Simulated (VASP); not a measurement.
A run of VASP 6.6.1:

INCAR

```
SYSTEM = Te
PREC = Accurate ; ENCUT = 520
EDIFF = 1E-6 ; ISMEAR = 0
SIGMA = 0.15 ; LREAL = .False.
LASPH = .True. ; NELM = 100
ALGO = Normal ; ISIF = 2
LWAVE = .False. ; LCHARG = .False.
GGA = PE ; NBANDS = 9
```

File KPOINTS:

```
Automatic mesh
0
Gamma
  15 15 15
  0 0 0
```

POSCAR

```
Te
1.0
    2.3548505938      1.3595736242      1.8388243336
   -2.3548505938      1.3595736242      1.8388243336
    0.0000000000     -2.7191472484      1.8388243337
Te
1
Direct
    0.5000000000      0.5000000000      0.5000000000
```

Potentials or basis: VASP PAW PBE potentials, release 64 (Te).

Command:

```sh
$ cat potpaw_PBE.64/Te/POTCAR > POTCAR
$ mpirun -np 1 vasp_std > vasp.out
```

Hardware: 1 thread of Intel(R) Xeon(R) Platinum 8488C (Sapphire Rapids), with other jobs on the host.

Q: How long does it take, and how much memory?

A: Wall time 28 s on 1 thread of Intel(R) Xeon(R) Platinum 8488C (Sapphire Rapids), with other jobs on the host, peak memory 0.21 GiB. Counts: scf iterations 10, k points 344.
